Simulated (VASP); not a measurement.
Here is a VASP 6.6.1 calculation.

File INCAR:

```
SYSTEM = Ga
  PREC = Accurate
  ENCUT = 520
  EDIFF = 1E-6
  ISMEAR = 0
  SIGMA = 0.1
  LREAL = .FALSE.
  LASPH = .TRUE.
  NELM = 100
  ALGO = Fast
  ISIF = 2
  LWAVE = .FALSE.
  LCHARG = .TRUE.
  LDIPOL = .TRUE.
  IDIPOL = 3
  DIPOL = 0.5 0.5 0.500
  GGA = PE
  LELF = .TRUE.
  LVHAR = .TRUE.
  LVACPOTAV = .TRUE.
  NBANDS = 62
  ISYM = 0
```

The input KPOINTS:

```
regular mesh
0
G
  13 9 1
  0 0 0
```

The input POSCAR:

```
Ga
1.0
    2.8032310441      0.0000000000      0.0000000000
   -1.4016155221      4.0376642742      0.0000000000
    0.0000000000      0.0000000000     26.8393462362
Ga
8
Direct
    0.1340261938      0.2680523875      0.2794404876
    0.8659738062      0.7319476125      0.3424574912
    0.1340261938      0.2680523875      0.4054744947
    0.8659738062      0.7319476125      0.4684914982
    0.1340261938      0.2680523875      0.5315085018
    0.8659738062      0.7319476125      0.5945255053
    0.1340261938      0.2680523875      0.6575425088
    0.8659738062      0.7319476125      0.7205595124
```

Potentials or basis: VASP PAW PBE potentials, release 64 (Ga_d).

Command:

```bash
$ cat potpaw_PBE.64/Ga_d/POTCAR > POTCAR
$ mpirun -np 1 vasp_std > vasp.out
```

(1) What does it give for the work function of the lower face?

(2) Predict the largest force.

(3) What does it give for the work function of the upper face?

Results:

(1) 3.83 eV.

(2) 0.282 eV/Å.

(3) 3.83 eV.
